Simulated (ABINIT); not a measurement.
An input for ABINIT 10.8.3 (ZnSe (Stilleite)):

```
acell 3*1.0 Angstrom
rprim 
  -0.000000000000 2.833800000000 2.833800000000
  2.833800000000 -0.000000000000 2.833800000000
  2.833800000000 2.833800000000 0.000000000000
ntypat 2
znucl 30 34
natom 2
typat 1 2
xred 
  0.000000000000 0.000000000000 0.000000000000
  0.250000000000 0.250000000000 0.250000000000
pp_dirpath "pseudos"
pseudos "Zn.upf, Se.upf"
ecut 48
ngkpt 4 4 4
nshiftk 1
shiftk 0 0 0
kptopt 1
chksymbreak 0
istwfk *1
occopt 1
irdwfk 1
optdriver 4
nband 359
gwcalctyp 0
ecutsigx 48
symsigma 1
nkptgw 3
kptgw 
  0.0000000000 0.0000000000 0.0000000000
  0.5000000000 0.0000000000 0.0000000000
  0.5000000000 0.5000000000 0.0000000000
bdgw 
  20 26
  21 25
  21 24
ecuteps 13.2
irdscr 1
ppmodel 1
indata_prefix "in"
outdata_prefix "out"
tmpdata_prefix "tmp"
```

```sh
OMP_NUM_THREADS=1 mpirun -n 4 abinit run.abi > log
```

**Question.** Estimate wall time and host memory on 4 MPI ranks of Arm Neoverse V1, shared host.

It took 6.4 min; on shared hardware allow 3.2 min to 13 min. Peak host memory was 3.7 GiB.

[Paths, hosts, dates, memory and timing lines, banners, echoed tables and standing remarks are left out of the program output.]

[Logs are printed without paths, hosts, clocks, repeated set-up lines and the standing remarks that a program may print on its own settings, such as how far it seeks lower states.]

[Runs of the session that timed out or met a known fault of the program may be left out.]

[Hosts, paths, dates, database ids (printed as entryN), source tags and the programs' standing remarks are cut or masked in the printed files.]

[G0W0 gaps are taken among the corrected bands and points alone; a level outside them can change the order at an edge.]

[Where Ansatz stands beside ABINIT at settings called matched, ABINIT's density can come from a denser mesh and the files from another edition; pairs whose starting gaps differed by over 0.03 eV were left out, so agreement reads better than it is.]
